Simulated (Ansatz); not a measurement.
# What LaGaS3 (model cell, started as cubic perovskite with Ga in the octahedra) distorts into, part 2 of 3

Which phase does LaGaS3 (model cell, started as cubic perovskite with Ga in the octahedra) fall into along its unstable mode, and how much energy does it gain?

Ansatz 0.2.0; DFT PBEsol, scalar-relativistic, plane waves, PAW; PAW set soft_1.

So far, highest frequency on the path or at a solved wavevector (cm⁻¹): step 2 (phonons on a q mesh) 431. Also lowest frequency on the path (cm⁻¹): step 2 -185.

The structure was built from a prototype and need not be the compound's stable phase.

## (3) The mode frozen in, largest atomic shift 0 Å

The mode followed lies at q = (-0.5, -0.5, -0.5) with frequency 185.0i cm⁻¹ and is 3-fold degenerate, the softest among the wavevectors solved. At small amplitude the distorted cell has space group no. 140 by a symmetry search on the positions. The undistorted cell that holds it gives the zero of energy on the same k mesh.

System of this step: LaGaS3 (model cell, started as cubic perovskite with Ga in the octahedra). The structure is cubic, space group Pm-3m (No. 221). The conventional cell has a = 4.679 Å, b = 4.679 Å, c = 4.679 Å, α = 90.00°, β = 90.00°, γ = 90.00°. Nearest to La lie 12 S at 3.31 Å. Ga has 6 S at 2.34 Å nearest. S has 2 Ga at 2.34 Å and 4 La at 3.31 Å nearest. Farther neighbours and most contacts between anions are not listed.

The input, input.yaml:

```yaml
crystal:
  lattice:
    - [4.6785878409, 4.6785878409, 0.0]
    - [4.6785878409, 0.0, 4.6785878409]
    - [4.6785878409, 0.0, -4.6785878409]
  atoms:
    - { symbol: La, position: [0.0, 0.5, 0.5] }
    - { symbol: La, position: [0.0, 0.0, 1.0] }
    - { symbol: Ga, position: [0.5, 0.25, 0.75] }
    - { symbol: Ga, position: [0.5, 0.75, 0.25] }
    - { symbol: S, position: [0.5, 0.5, 0.5] }
    - { symbol: S, position: [0.5, 0.0, 0.0] }
    - { symbol: S, position: [0.0, 0.5, 0.0] }
    - { symbol: S, position: [0.0, 0.0, 0.5] }
    - { symbol: S, position: [0.5, 0.5, 0.0] }
    - { symbol: S, position: [0.5, 0.0, 0.5] }
kpoints:
  mp_grid: { grid: [8, 8, 8] }
hamiltonian:
  xc: pbesol
  pseudopotentials: { kind: paw, azcp: { folder: soft_1 }, xc_functional: pbe }
scf:
  occupations: { method: methfessel_paxton, width: 0.2 }
output:
  forces: true
  stress: true
  eigenvalues: true
```

Launch:

```sh
$ ansatz run input.yaml --threads 8 --pin off --max-ram 16384MiB --backend cpu --events-out ev --progress --plain --runs-dir out
```

Numbers of over 12 decimals in the logs are rounded to 6 here.

The program printed:

```text
[...]
Crystal: 10 atoms, lattice volume = 204.821 Å³
Basis set: ecut = 420 eV, 4015 PW (Γ), exchange–correlation on 90×90×90 points (8 copies of the dense FFT grid, shifted against one another)
Bands: 52, of which v1, the nominal top of the filled ones, is band 42 counted from 1 (41 counted from 0)
Symmetry: 96 space group operations
[...]
k-points: 29 of 512
[...]
k-point 0: bands = [... 38 lower, 8.9231, 8.9231, 9.3982, 9.3982, 9.3982, 10.6299, 10.6299, 11.0818, ... 6 higher]
  k-point 1: bands = [... 38 lower, 8.7834, 8.7834, 9.2408, 9.2408, 9.3205, 10.7621, 10.7621, 11.0759, ... 6 higher]
  k-point 2: bands = [... 38 lower, 8.7492, 8.9841, 9.0357, 9.0357, 9.1105, 10.9250, 10.9250, 11.0508, ... 6 higher]
  k-point 28: bands = [... 38 lower, 8.2203, 8.2203, 8.4899, 8.4899, 11.0275, 11.0275, 11.0659, 11.0659, ... 6 higher]
[key lines of the parts left out:]
SCF converged after 9 iterations
Free energy (F): -25130.135935 eV
Fermi energy:    9.263430 eV
P = ⅓ Tr σ = 0.0085 GPa (0.085 kbar)
```

The job ended after 3.9 s (8 threads of Arm Neoverse V1, shared host; peak memory 0.96 GiB).

This step gave:

* pressure: 0.008547 GPa
* energy from the undistorted cell: 0 meV/atom

The run ends at a pressure of 0.01 GPa.

## (4) The mode frozen in, largest atomic shift 0.6 Å

The atoms are moved along the unstable eigenvector, the largest shift by 0.6 Å, with the cell fixed.

input.yaml, the sections that differ from step 3:

```yaml
crystal:
  lattice:
    - [4.6785878409, 4.6785878409, 0.0]
    - [4.6785878409, 0.0, 4.6785878409]
    - [4.6785878409, 0.0, -4.6785878409]
  atoms:
    - { symbol: La, position: [0.0, 0.5, 0.5] }
    - { symbol: La, position: [0.0, 0.0, 1.0] }
    - { symbol: Ga, position: [0.5, 0.25, 0.75] }
    - { symbol: Ga, position: [0.5, 0.75, 0.25] }
    - { symbol: S, position: [0.5, 0.5641219125, 0.5641219125] }
    - { symbol: S, position: [0.5, -0.0641219125, -0.0641219125] }
    - { symbol: S, position: [0.0, 0.5, 0.0] }
    - { symbol: S, position: [0.0, 0.0, 0.5] }
    - { symbol: S, position: [0.5, 0.4358780875, 0.0641219125] }
    - { symbol: S, position: [0.5, 0.0641219125, 0.4358780875] }
# kpoints, hamiltonian, scf, output: as in step 3
```

The program printed:

```text
[...]
Crystal: 10 atoms, lattice volume = 204.821 Å³
Basis set: ecut = 420 eV, 4015 PW (Γ), exchange–correlation on 90×90×90 points (8 copies of the dense FFT grid, shifted against one another)
Bands: 52, of which v1, the nominal top of the filled ones, is band 42 counted from 1 (41 counted from 0)
Symmetry: 16 space group operations
[...]
k-points: 59 of 512
[...]
k-point 0: bands = [... 38 lower, 8.5074, 8.7374, 8.7374, 8.7427, 8.8147, 10.8113, 11.4590, 11.4590, ... 6 higher]
  k-point 1: bands = [... 38 lower, 8.4886, 8.5837, 8.6021, 8.7111, 9.1561, 10.9067, 11.4447, 11.4581, ... 6 higher]
  k-point 2: bands = [... 38 lower, 8.4038, 8.5143, 8.6075, 8.6406, 9.5766, 11.1134, 11.4201, 11.4245, ... 6 higher]
  k-point 58: bands = [... 38 lower, 8.2899, 8.3733, 8.3733, 8.6626, 11.4193, 11.4193, 11.4430, 11.5180, ... 6 higher]
[key lines of the parts left out:]
SCF converged after 9 iterations
Free energy (F): -25131.437942 eV
Fermi energy:    8.810947 eV
P = ⅓ Tr σ = 0.5156 GPa (5.156 kbar)
```

Elapsed: 8.4 s, on 8 threads; peak memory 1.1 GiB; 64 s of CPU time.

This step gave:

```yaml
pressure: 0.5156 GPa
gap_on_the_k_mesh: 0.05960 eV
energy_from_the_undistorted_cell: -130.7 meV/atom
```

The energy, extrapolated to zero smearing, is -130.74 meV/atom against the undistorted cell.

The run ends at a pressure of 0.52 GPa, with forces up to 0.15 eV/Å.

## (5) Energy along the mode, all amplitudes (two of the runs are shown above)

An imaginary frequency means negative curvature, so the energy should fall and then rise again as anharmonic terms take over.

Numbers from this step:

```yaml
depth_at_the_lowest_point_sampled: 130.7 meV/atom
largest_atomic_shift_at_that_point: 0.6 Å
```

The energy from the parent by largest atomic shift:

```
largest atomic shift (Å)  energy from the parent (meV/atom)
                   0.000                                  0
                   0.040                              -1.34
                   0.080                              -5.29
                   0.140                              -15.6
                   0.220                              -36.0
                   0.320                              -66.8
                   0.450                               -105
                   0.600                               -131
```

Displacement at unit largest shift by atom:

| atom | x (Å) | y (Å) | z (Å) | size |
| --- | --- | --- | --- | --- |
| La1 | 0.00 | 0.00 | 0.00 | 0.00 |
| La2 | 0.00 | 0.00 | 0.00 | 0.00 |
| Ga3 | 0.00 | 0.00 | 0.00 | 0.00 |
| Ga4 | 0.00 | 0.00 | 0.00 | 0.00 |
| S5 | 1.00 | 0.00 | 0.00 | 1.00 |
| S6 | -1.00 | 0.00 | 0.00 | 1.00 |
| S7 | 0.00 | 0.00 | 0.00 | 0.00 |
| S8 | 0.00 | 0.00 | 0.00 | 0.00 |
| S9 | 0.00 | 0.00 | -1.00 | 1.00 |
| S10 | 0.00 | 0.00 | 1.00 | 1.00 |

The lowest of the steps tried is the last one, at 0.6 Å, 131 meV/atom below the parent; the bottom of the well need not coincide with a step.

## (6) Relaxing from the distorted cell

Starting from the lowest point found, all atoms and the cell are let go, so that strain and other modes of the same symmetry can join in.

input.yaml, as its differences from that of step 4:

```diff
@@ -27 +27,6 @@
   eigenvalues: true
+relax:
+  adjacent_minimum: "off"
+  f_tol: 0.002
+  max_steps: 120
+  cell: { stress_tol: 0.03 }
```

The program printed:

```text
[...]
Crystal: 10 atoms, lattice volume = 204.821 Å³
Basis set: ecut = 420 eV, 4015 PW (Γ), exchange–correlation on 90×90×90 points (8 copies of the dense FFT grid, shifted against one another)
Bands: 52, of which v1, the nominal top of the filled ones, is band 42 counted from 1 (41 counted from 0)
Symmetry: 16 space group operations
[...]
k-points: 59 of 512
[...]
SCF iter   1: F=—  HF=-25133.052448 eV  |F-HF|=—  |Δ(HF+E_count)|=         —  Δρ=4.37e-2  dr2=7.27e0  ethr=3.10e-3  ⟨swp⟩=5.9  Hψ=11629  notcnv=0
[...]
SCF iter   9: F=-25131.437942 eV  HF=-25131.437942 eV  |F-HF|=8.33e-9  |Δ(HF+E_count)|=   1.13e-7  S|Δr|=    0.00e0  Δρ=4.09e-6  dr2=4.59e-8  ethr=1.19e-10  ⟨swp⟩=16.7  Hψ=23368  notcnv=0
SCF 1 converged in 9 iterations: F = -25131.437942 eV  dr2 = 4.59e-8
[...]
relax step   1: F+E_penalty+E_count = -25131.43794180 eV  Δ(F+E_penalty+E_count) = +0.000e0 eV  max|allowed force component| = 1.480e-1 eV/Å  Δτ_max = 0.0000 Å  P = +0.516 GPa  Ω = 204.821 Å³  (9 SCF iters, dr2 threshold 1.00e-7 eV, accepted)
Crystal: 10 atoms, lattice volume = 203.546 Å³
Basis set: ecut = 420 eV, 3951 PW (Γ), exchange–correlation on 90×90×90 points (8 copies of the dense FFT grid, shifted against one another)
[...]
SCF iter   6: F=-25131.603616 eV  HF=-25131.603616 eV  |F-HF|=2.48e-8  |Δ(HF+E_count)|=   3.98e-7  S|Δr|=    0.00e0  Δρ=1.47e-5  dr2=4.72e-7  ethr=1.19e-9  ⟨swp⟩=11.9  Hψ=21065  notcnv=0
SCF 2 converged in 6 iterations: F = -25131.603616 eV  dr2 = 4.72e-7
relax step   2: F+E_penalty+E_count = -25131.60361610 eV  Δ(F+E_penalty+E_count) = -1.657e-1 eV  max|allowed force component| = 1.160e-1 eV/Å  Δτ_max = 0.0832 Å  P = +0.791 GPa  Ω = 203.546 Å³  energy of the carried Pulay correction = +2.110e-4 eV  (6 SCF iters, dr2 threshold 1.00e-6 eV, accepted)
Crystal: 10 atoms, lattice volume = 205.782 Å³
Basis set: ecut = 420 eV, 4025 PW (Γ), exchange–correlation on 90×90×90 points (8 copies of the dense FFT grid, shifted against one another)
[...]
SCF iter   7: F=-25131.678950 eV  HF=-25131.678950 eV  |F-HF|=2.10e-8  |Δ(HF+E_count)|=   1.46e-7  S|Δr|=    0.00e0  Δρ=5.77e-6  dr2=1.21e-7  ethr=1.19e-9  ⟨swp⟩=14.4  Hψ=19398  notcnv=0
SCF 3 converged in 7 iterations: F = -25131.678950 eV  dr2 = 1.21e-7
[...]
relax step   3: F+E_penalty+E_count = -25131.67894999 eV  Δ(F+E_penalty+E_count) = -7.533e-2 eV  max|allowed force component| = 2.646e-2 eV/Å  Δτ_max = 0.0109 Å  P = -0.720 GPa  Ω = 205.782 Å³  energy of the carried Pulay correction = -1.581e-4 eV  (7 SCF iters, dr2 threshold 1.00e-6 eV, accepted)
[...]
relax step   4: F+E_penalty+E_count = -25131.68880328 eV  Δ(F+E_penalty+E_count) = -9.853e-3 eV  max|allowed force component| = 2.523e-5 eV/Å  Δτ_max = 0.0022 Å  P = +0.220 GPa  Ω = 203.663 Å³  energy of the carried Pulay correction = +1.916e-4 eV  (6 SCF iters, dr2 threshold 1.00e-6 eV, accepted)
[...]
relax step   5: F+E_penalty+E_count = -25131.68916303 eV  Δ(F+E_penalty+E_count) = -3.597e-4 eV  max|allowed force component| = 1.148e-3 eV/Å  Δτ_max = 0.0026 Å  P = -0.092 GPa  Ω = 204.434 Å³  energy of the carried Pulay correction = +6.382e-5 eV  (5 SCF iters, dr2 threshold 2.30e-7 eV, accepted)
[...]
relax step   6: F+E_penalty+E_count = -25131.68938893 eV  Δ(F+E_penalty+E_count) = -2.259e-4 eV  max|allowed force component| = 4.976e-6 eV/Å  Δτ_max = 0.0011 Å  P = +0.005 GPa  Ω = 204.191 Å³  energy of the carried Pulay correction = +1.040e-4 eV  (5 SCF iters, dr2 threshold 5.07e-8 eV, accepted)
[...]
SCF iter   6: F=-25131.689650 eV  HF=-25131.689650 eV  |F-HF|=7.28e-12  |Δ(HF+E_count)|=  1.35e-10  S|Δr|=    0.00e0  Δρ=8.30e-8  dr2=1.46e-11  ethr=1.00e-12  ⟨swp⟩=6.9  Hψ=13112  notcnv=0
SCF 7 converged in 6 iterations: F = -25131.689650 eV  dr2 = 1.46e-11
relax step   7: F+E_penalty+E_count = -25131.68964980 eV  Δ(F+E_penalty+E_count) = -2.609e-4 eV  max|allowed force component| = 2.199e-5 eV/Å  Δτ_max = 0.0000 Å  P = +0.008 GPa  Ω = 204.191 Å³  stress off target by 2.49e-2 GPa  SCF on the basis re-selected at this cell (its energy is not comparable with the rows above)  (6 SCF iters)
basis re-selected at this cell: Δ(F+E_penalty+E_count) = -2.609e-4 eV, ΔP = +0.003 GPa vs the last step (what re-selecting the basis moved, of the pressure what is left beyond the Pulay correction that the steps carried, after the strain that the cell walked since its last selection, with what the two solves' SCF thresholds leave and, on support functions, any second-order correction that the steps lacked; it is no m [...]
SCF converged after 6 iterations
[...]
Free energy (F): -25131.689650 eV
[...]
Internal energy: -25131.702764 eV  (E = F + TS)
E sigma→0 (E₀):  -25131.692928 eV
Entropy (-TS):   0.013114 eV (1.311 meV/atom)
Fermi energy:    9.052368 eV
[...]
--- Forces (eV/Å), atoms counted from 1 ---
  atom   1  La     0.00000000     0.00000000     0.00000000
  atom   2  La     0.00000000     0.00000000     0.00000000
  atom   3  Ga     0.00000000     0.00000000     0.00000000
  atom   4  Ga     0.00000000     0.00000000    -0.00000000
  atom   5  S      0.00002199     0.00000000     0.00000000
  atom   6  S     -0.00002199     0.00000000     0.00000000
  atom   7  S     -0.00000000     0.00000000     0.00000000
  atom   8  S     -0.00000000     0.00000000     0.00000000
  atom   9  S      0.00000000     0.00000000    -0.00002199
  atom  10  S      0.00000000     0.00000000     0.00002199
  max |Σ_I F_I| component: 3.47e-18 eV/Å
--- Stress (GPa, compression-positive) ---
       -0.000935       0.000000       0.000000
        0.000000       0.024936       0.000000
        0.000000       0.000000      -0.000935
  P = ⅓ Tr σ = 0.0077 GPa (0.077 kbar)
--- Band table (eV; the first three rows and the last of 59) ---
  k-point 0: bands = [... 38 lower, 8.6408, 8.6611, 8.9686, 8.9686, 9.2742, 10.5405, 11.4853, 11.4853, ... 6 higher]
  k-point 1: bands = [... 38 lower, 8.4668, 8.4774, 8.7474, 8.9340, 9.6592, 10.6380, 11.4751, 11.4849, ... 6 higher]
  k-point 2: bands = [... 38 lower, 8.3507, 8.3691, 8.5970, 8.8306, 10.0711, 10.8811, 11.4495, 11.4634, ... 6 higher]
  k-point 58: bands = [... 38 lower, 8.4899, 8.5614, 8.7871, 8.7871, 11.3507, 11.4737, 11.4737, 11.5512, ... 6 higher]
--- Relaxed structure (6 steps of the walk, 6 accepted, 1 SCFs on fresh bases) ---
  F+E_penalty+E_count = -25131.68964980 eV   max|allowed force component| = 2.199e-5 eV/Å   (the final SCF, on the basis selected at the relaxed cell)
  cell:  # Å, volume = 204.1913 Å³
    - [4.551048, 4.929290, 0]
    - [4.551048, 0, 4.551048]
    - [4.551048, 0, -4.551048]
  atoms:
    - { symbol: La, position: [0, 0.5, 0.5] }
    - { symbol: La, position: [0, 0.0, 1.0] }
    - { symbol: Ga, position: [0.5, 0.250000, 0.750000] }
    - { symbol: Ga, position: [0.5, 0.750000, 0.250000] }
    - { symbol: S, position: [0.5, 0.573787, 0.573787] }
    - { symbol: S, position: [0.5, -0.073787, -0.073787] }
    - { symbol: S, position: [0, 0.5, 0.0] }
    - { symbol: S, position: [0, 0.0, 0.5] }
    - { symbol: S, position: [0.5, 0.426213, 0.073787] }
    - { symbol: S, position: [0.5, 0.073787, 0.426213] }
```

Run time: 54 s. Hardware: 8 threads; peak memory 1.2 GiB.

Relaxation path:

```csv
step,energy less that of the first step (eV),largest force component (eV/Å),pressure (GPa),volume (Å³)
1,0.0000,0.1480,0.52,204.82
2,-0.1657,0.1160,0.79,203.55
3,-0.2410,0.0265,-0.72,205.78
4,-0.2509,0.0000,0.22,203.66
5,-0.2512,0.0011,-0.09,204.43
6,-0.2514,0.0000,0.00,204.19
7*,-0.2517,0.0000,0.01,204.19
```

Relaxation steps marked * repeat the geometry before them on a plane-wave basis chosen anew for their cell, so energy and pressure can jump there.

Forces are held to the 16 operations that the run works with; a distortion that breaks them can't arise in this run.

| conventional cell, symmetrised | before | after | change |
| --- | --- | --- | --- |
| a (Å) | 6.617 | 6.436 | -2.7 % |
| b (Å) | 6.617 | 6.436 | -2.7 % |
| c (Å) | 9.357 | 9.859 | +5.4 % |
| volume (Å³/atom) | 20.48 | 20.42 | -0.3 % |

The atoms that moved most (Å, as changes of fractional coordinates times the final cell):

```csv
atom,dx,dy,dz,length
S10,0.000,0.000,0.088,0.088
S6,-0.088,0.000,0.000,0.088
S9,0.000,0.000,-0.088,0.088
S5,0.088,0.000,0.000,0.088
```

Final coordinates:

```cif
data_structure
_symmetry_space_group_name_H-M 'P 1'
_symmetry_Int_Tables_number 1
_cell_length_a 6.7089
_cell_length_b 6.4362
_cell_length_c 6.4362
_cell_angle_alpha 90.000
_cell_angle_beta 61.336
_cell_angle_gamma 61.336
_cell_volume 204.19
loop_
_atom_site_label
_atom_site_type_symbol
_atom_site_fract_x
_atom_site_fract_y
_atom_site_fract_z
_atom_site_occupancy
La1 La 0.00000 0.50000 0.50000 1
La2 La 0.00000 0.00000 0.00000 1
Ga3 Ga 0.50000 0.25000 0.75000 1
Ga4 Ga 0.50000 0.75000 0.25000 1
S5 S 0.50000 0.57379 0.57379 1
S6 S 0.50000 0.92621 0.92621 1
S7 S 0.00000 0.50000 0.00000 1
S8 S 0.00000 0.00000 0.50000 1
S9 S 0.50000 0.42621 0.07379 1
S10 S 0.50000 0.07379 0.42621 1
```

Numbers from this step:

- pressure: 0.007689 GPa
- volume per atom: 20.42 Å³
- gap on the k-mesh: 0.2669 eV

The distorted start has space group I4/mcm; the relaxation ends in I4/mcm.

## (7) The new phase in its own primitive cell

The relaxed structure is symmetrised, reduced to its primitive cell and relaxed tightly, as its phonons need.

The input, input.yaml:

```yaml
crystal:
  lattice:
    - [-3.2180770616, 3.2180770616, 4.9292900569]
    - [3.2180770616, -3.2180770616, 4.9292900569]
    - [3.2180770616, 3.2180770616, -4.9292900569]
  atoms:
    - { symbol: La, position: [0.25, 0.75, 0.5] }
    - { symbol: La, position: [0.75, 0.25, 0.5] }
    - { symbol: Ga, position: [0.0, 0.0, 0.0] }
    - { symbol: Ga, position: [0.5, 0.5, 0.0] }
    - { symbol: S, position: [0.1762126106, 0.6762126106, 0.8524252211] }
    - { symbol: S, position: [0.8237873894, 0.3237873894, 0.1475747789] }
    - { symbol: S, position: [0.75, 0.75, 0.0] }
    - { symbol: S, position: [0.25, 0.25, 0.0] }
    - { symbol: S, position: [0.6762126106, 0.8237873894, 0.5] }
    - { symbol: S, position: [0.3237873894, 0.1762126106, 0.5] }
kpoints:
  mp_grid: { grid: [8, 8, 8] }
hamiltonian:
  xc: pbesol
  pseudopotentials: { kind: paw, azcp: { folder: soft_1 }, xc_functional: pbe }
scf:
  occupations: { method: fixed }
output:
  forces: true
  stress: true
  eigenvalues: true
relax:
  adjacent_minimum: "off"
  f_tol: 0.001
  max_steps: 60
  cell: { stress_tol: 0.01 }
```

The program printed:

```text
[...]
Crystal: 10 atoms, lattice volume = 204.191 Å³
Basis set: ecut = 420 eV, 3969 PW (Γ), exchange–correlation on 90×90×90 points (8 copies of the dense FFT grid, shifted against one another)
Bands: 52, of which v1, the nominal top of the filled ones, is band 42 counted from 1 (41 counted from 0)
Symmetry: 16 space group operations
[...]
k-points: 59 of 512
[...]
- { symbol: La, position: [0.75, 0.250000, 0.500000] }
    - { symbol: Ga, position: [0, 0, 0] }
    - { symbol: Ga, position: [0.5, 0.5, 0] }
    - { symbol: S, position: [0.176291, 0.676291, 0.852582] }
    - { symbol: S, position: [0.823709, 0.323709, 0.147418] }
    - { symbol: S, position: [0.75, 0.75, 0] }
    - { symbol: S, position: [0.25, 0.25, 0] }
    - { symbol: S, position: [0.676291, 0.823709, 0.500000] }
    - { symbol: S, position: [0.323709, 0.176291, 0.500000] }
[key lines of the parts left out:]
SCF converged after 7 iterations
Free energy (F): -25131.695151 eV
Fermi energy:    9.004335 eV
P = ⅓ Tr σ = -0.0002 GPa (-0.002 kbar)
```

Wall time 28 s (8 threads); peak memory 1.2 GiB; 3.7 min of CPU time.

Little changed from the start: no atom moved by 0.005 Å and no cell edge by 0.1 %.

Numbers from this step:

| Property | Result |
| --- | --- |
| pressure | -1.54e-4 GPa |
| gap on the k-mesh | 0.2659 eV |
| direct gap on mesh | 0.3046 eV |

The largest force component left is 0.43 meV/Å and the pressure is 0.000 GPa, within the tolerances set. The cell now holds 20.42 Å³/atom.

(Continued in part 3 of 3.)

[Logs are printed without paths, hosts, clocks, repeated set-up lines and the standing remarks that a program may print on its own settings, such as how far it seeks lower states.]

[Hosts, paths, dates, database ids (printed as entryN), source tags and the programs' standing remarks are cut or masked in the printed files.]
